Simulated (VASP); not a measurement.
# Ga (I4/mmm) in VASP: further runs

One crystal, Ga, is run at these levels: PBE; tasks: single point.

Everything below comes from runs of VASP 6.6.1. Logs are shortened: lines on timing, memory, paths and dates and some standing lists are left out, and cuts for length are marked.

### Step 1. The structure

The structure is tetragonal, space group I4/mmm (No. 139). Conventional cell: a = 2.769 Å, b = 2.769 Å, c = 4.622 Å, α = 90.00°, β = 90.00°, γ = 90.00°. Ga (site symmetry 4/mmm) is surrounded by 12 Ga at 2.77 to 3.03 Å.

This isn't the form of Ga at room conditions, which is orthorhombic.

### Step 2. Single point, PBE

The input, INCAR:

```
ADDGRID = False
ALGO = Normal
EDIFF = 1E-7
ENCUT = 450
GGA = PE
ISIF = 2
ISMEAR = 1
LASPH = True
LCHARG = False
LREAL = False
LWAVE = False
NELM = 100
PREC = Accurate
SIGMA = 0.15
```

The input, KPOINTS:

```
k-points
0
Gamma
  8 8 8
```

The input, POSCAR:

```
Ga
1.0
   -1.3843987196      1.3843987196      2.3112238365
    1.3843987196     -1.3843987196      2.3112238365
    1.3843987196      1.3843987196     -2.3112238365
Ga
1
Direct
    0.0000000000      0.0000000000      0.0000000000
```

Potentials or basis: VASP PAW PBE potentials, release 64 (Ga_d).

The run is started by

```console
$ cat potpaw_PBE.64/Ga_d/POTCAR > POTCAR
$ mpirun -np 1 vasp_std > vasp.out
```

OUTCAR:

```text
EDIFF = 1E-7
   ENCUT = 450
   GGA = PE
   ISIF = 2
   ISMEAR = 1
   LASPH = True
   LREAL = False
   NELM = 100
   PREC = Accurate

 Found     59 irreducible k-points:

 Following reciprocal coordinates:
            Coordinates               Weight
  0.000000  0.000000  0.000000      1.000000
  0.125000  0.000000 -0.000000      8.000000
  0.250000  0.000000 -0.000000      8.000000
  0.375000  0.000000 -0.000000      8.000000
  0.500000  0.000000 -0.000000      4.000000
  0.125000  0.125000 -0.000000      8.000000
   k-points           NKPTS =     59   k-points in BZ     NKDIM =     59   number of bands    NBANDS=     10
   number of dos      NEDOS =    301   number of ions     NIONS =      1
   total plane-waves  NPLWV =  13824
   dimension x,y,z NGX =    24 NGY =   24 NGZ =   24
   dimension x,y,z NGXF=    48 NGYF=   48 NGZF=   48
   ions per type =               1
   NGX,Y,Z   is equivalent  to a cutoff of  13.17, 13.17, 13.17 a.u.
   NGXF,Y,Z  is equivalent  to a cutoff of  26.34, 26.34, 26.34 a.u.
 SYSTEM =  unknown system
   PREC   = accura    normal or accurate (medium, high low for compatibility)
   ISTART =      0    job   : 0-new  1-cont  2-samecut
   ICHARG =      2    charge: 1-file 2-atom 10-const
   ISPIN  =      1    spin polarized calculation?
   LNONCOLLINEAR =      F non collinear calculations
   LSORBIT =      F    spin-orbit coupling
   LASPH  =      T    aspherical Exc in radial PAW
   ENCUT  =  450.0 eV  33.07 Ry    5.75 a.u.   5.24  5.24  5.24*2*pi/ulx,y,z
   NELM   =    100;   NELMIN=  2; NELMDL= -5     # of ELM steps
   EDIFF  = 0.1E-06   stopping-criterion for ELM
   LREAL  =      F    real-space projection
   EDIFFG = 0.1E-05   stopping-criterion for IOM
   NSW    =      0    number of steps for IOM
   IBRION =     -1    ionic relax: 0-MD 1-quasi-New 2-CG
   NFREE  =      0    steps in history (QN), initial steepest desc. (CG)
   ISIF   =      2    stress and relaxation
   ISYM   =      2    0-nonsym 1-usesym 2-fastsym
   POTIM  = 0.5000    time-step for ionic-motion
   TEBEG  =    0.0;   TEEND  =   0.0 temperature during run
   PSTRESS=    0.0 pullay stress
   NELECT =      13.0000    total number of electrons
   NUPDOWN=      -1.0000    fix difference up-down
   EMIN   =  10.00;   EMAX   =-10.00  energy-range for DOS
   EFERMI =   0.00;   METHOD = LEGACY
   ISMEAR =     1;   SIGMA  =   0.15  broadening in eV -4-tet -1-fermi 0-gaus
   EFERMI_NEDOS =   21; number of points for ismear=-14 and -15
   IALGO  =     38    algorithm
   IMIX   =      4    mixing-type and parameters
     AMIX     =   0.40;   BMIX     =  1.00
     AMIX_MAG =   1.60;   BMIX_MAG =  1.00
  volume/ion in A,a.u.               =      17.72       119.57
  Fermi-wavevector in a.u.,A,eV,Ry     =   1.476549  2.790273 29.663375  2.180197
  Thomas-Fermi vector in A             =   2.591062
   LORBIT       =      0    0 simple, 1 ext, 2 COOP (PROOUT), +10 PAW based schemes
   GGA     = PE    functional components
   LHFCALC =     F    Hartree Fock is set to
   AEXX    =    0.0000 exact exchange contribution
   IVDW    =     0    specifies the selected vdW correction
   LEPSILON=     F    determine dielectric tensor
   LRPA    =     F    only Hartree local field effects (RPA)
 non-spin polarized calculation
 Methfessel and Paxton  Order N= 1 SIGMA  =   0.15
  energy-cutoff  :      450.00
  volume of cell :       17.72
 maximum number of plane-waves:       403
 NGX is ok and might be reduce to    24
   NGX = 11   NGY = 11   NGZ = 11

 number of electron      12.9999997 magnetization

 Free energy of the ion-electron system (eV)
  ---------------------------------------------------
  ext. energy  EPLUGINS =         0.00000000
  ---------------------------------------------------
  free energy    TOTEN  =        -2.89803080 eV

  energy without entropy =       -2.89773363  energy(sigma->0) =       -2.89793174

 E-fermi :   6.3064     XC(G=0): -11.3326

 val. band max:        6.2718043043   @ k =  -0.2500   0.5000   0.2500
 cond. band min:       6.3176199853   @ k =  -0.3750   0.3750   0.3750
 fundamental gap:      0.0458156810
 Fermi energy:         6.3063777438

 k-point     1 :       0.0000    0.0000    0.0000
  band No.  band energies     occupation
      1      -8.9565      2.00000
      2      -8.7911      2.00000
      3      -8.7563      2.00000
      4      -8.7563      2.00000
      5      -8.5986      2.00000
      6      -5.3843      2.00000
      7      18.8524      0.00000
      8      19.1527      0.00000
      9      19.1527      0.00000
     10      22.5245      0.00000

 k-point     2 :       0.1250    0.0000   -0.0000
  band No.  band energies     occupation
      1      -8.9322      2.00000
      2      -8.7896      2.00000
      3      -8.7566      2.00000
      4      -8.7403      2.00000
      5      -8.6122      2.00000
      6      -4.9580      2.00000
      7      15.2726      0.00000
      8      17.6212      0.00000
      9      18.8467      0.00000
     10      20.9287      0.00000

 k-point     3 :       0.2500    0.0000   -0.0000
  band No.  band energies     occupation
      1      -8.9067      2.00000
      2      -8.8350      2.00000
      3      -8.7174      2.00000
      4      -8.6852      2.00000
      5      -8.6292      2.00000
      6      -3.6601      2.00000
      7      10.0834      0.00000
      8      15.7743      0.00000
      9      18.5174      0.00000
     10      19.3913      0.00000

 k-point     4 :       0.3750    0.0000   -0.0000
  band No.  band energies     occupation
      1      -8.9107      2.00000
      2      -8.8889      2.00000
      3      -8.7328      2.00000
      4      -8.6075      2.00000
      5      -8.5841      2.00000
      6      -1.4824      2.00000
      7       5.4693      2.00000
      8      14.5099      0.00000
      9      18.3735      0.00000
     10      18.5559      0.00000

 k-point     5 :       0.5000    0.0000   -0.0000
  band No.  band energies     occupation
      1      -8.9263      2.00000
      2      -8.9019      2.00000
      3      -8.7460      2.00000
      4      -8.5916      2.00000
      5      -8.5389      2.00000
      6       1.2428      2.00000
      7       1.9243      2.00000
      8      14.0686      0.00000
      9      18.0335      0.00000
     10      18.6930      0.00000

 k-point     6 :       0.1250    0.1250   -0.0000
  band No.  band energies     occupation
      1      -8.9088      2.00000
      2      -8.7967      2.00000
      3      -8.7540      2.00000
      4      -8.7170      2.00000
      5      -8.6217      2.00000
      6      -4.2997      2.00000
      7      14.1490      0.00000
      8      14.1976      0.00000
      9      16.9474      0.00000
     10      21.6405      0.00000

 [... further k-points ...]

------------------------ aborting loop because EDIFF is reached ----------------------------------------

  FORCE on cell =-STRESS in cart. coord.  units (eV):
  Direction    XX          YY          ZZ          XY          YZ          ZX
  --------------------------------------------------------------------------------------
  -------------------------------------------------------------------------------------
  Total        0.3857778      0.3857778      0.4418444      0.0000000      0.0000000      0.0000000
  in kB       34.8837717     34.8837717     39.9535674      0.0000000      0.0000000      0.0000000
  external PRESSURE =      36.5737036 kB  Pullay stress =       0.0000000 kB

 VOLUME and BASIS-vectors are now :
 -----------------------------------------------------------------------------
  energy-cutoff  :      450.00
  volume of cell :       17.72
      direct lattice vectors                 reciprocal lattice vectors
    -1.384398720  1.384398720  2.311223836     0.000000000  0.361167627  0.216335602
     1.384398720 -1.384398720  2.311223836     0.361167627  0.000000000  0.216335602
     1.384398720  1.384398720 -2.311223836     0.361167627  0.361167627  0.000000000

 POSITION                                       TOTAL-FORCE (eV/Angst)
 -----------------------------------------------------------------------------------
      0.00000      0.00000      0.00000        -0.000000      0.000000      0.000000
 -----------------------------------------------------------------------------------
    total drift:                               -0.000000      0.000000     -0.000000

  FREE ENERGIE OF THE ION-ELECTRON SYSTEM (eV)
  ---------------------------------------------------
  free  energy   TOTEN  =        -2.8980307950 eV

  energy  without entropy=       -2.8977336324  energy(sigma->0) =       -2.89793174
```

Run time: 3.6 s. Hardware: 1 thread of Intel Xeon 6975P-C (Granite Rapids), shared host; peak memory 0.14 GiB.

The run converged, but some of its settings lie outside the range that counts as converged, so its numbers aren't taken as properties of the crystal.

Results:

| Item | Value |
| --- | --- |
| Free energy | -2.8980 eV |
| Pressure | 3.7 GPa |
| Band gap on the k mesh | none (metal or under the smearing width) |

Caveat: the k mesh is coarse (spacing up to 0.40 Å⁻¹), so the values aren't converged.

### Step 3. Single point, PBE

Changes to INCAR since step 2:

```diff
@@ -3,3 +3,3 @@
 EDIFF = 1E-7
-ENCUT = 450
+ENCUT = 300
 GGA = PE
```

The input, KPOINTS:

```
k-points
0
Gamma
  10 10 10
```

POSCAR is that of step 2.

Potentials or basis: VASP PAW PBE potentials, release 64 (Ga_d).

The run is started by

```console
$ cat potpaw_PBE.64/Ga_d/POTCAR > POTCAR
$ mpirun -np 1 vasp_std > vasp.out
```

It took 4 s on 1 thread of Intel Xeon 6975P-C (Granite Rapids), shared host; peak memory 0.12 GiB.

The run converged, but some of its settings lie outside the range that counts as converged, so its numbers aren't taken as properties of the crystal.

What came out:

| Quantity | Value |
| --- | --- |
| Free energy | -2.8653 eV |
| Band gap on the k mesh | none (metal or under the smearing width) |

Caveat: the cutoff is under 1.25 times the usual one of these potentials, so pressure, stress and relaxed cells hold a basis-set (Pulay) error.

### Step 4. Single point, PBE

Changes to INCAR since step 3:

```diff
@@ -3,3 +3,3 @@
 EDIFF = 1E-7
-ENCUT = 300
+ENCUT = 350
 GGA = PE
```

KPOINTS is that of step 3.

POSCAR is that of step 3.

The run is started by

```console
$ cat potpaw_PBE.64/Ga_d/POTCAR > POTCAR
$ mpirun -np 1 vasp_std > vasp.out
```

Run time: 4.1 s. Hardware: 1 thread of Intel Xeon 6975P-C (Granite Rapids), shared host; peak memory 0.12 GiB.

The run converged, but some of its settings lie outside the range that counts as converged, so its numbers aren't taken as properties of the crystal.

Results:

* Free energy: -2.8642 eV
* Pressure: 3.7 GPa
* Band gap on the k mesh: none (metal or under the smearing width)

Caveat: the cutoff is under 1.25 times the usual one of these potentials, so pressure, stress and relaxed cells hold a basis-set (Pulay) error.

### Step 5. For comparison

An earlier run on the cell as given: functional PBEsol; potentials or basis VASP PAW PBE potentials, release 64 (Ga_d); cutoff 520 eV; k mesh 13 × 13 × 13; occupations fermi-dirac, width 0.05 eV; no spin polarisation.

* Pressure: -0.2 GPa
* Band gap on the k mesh: none (metal or under the smearing width)
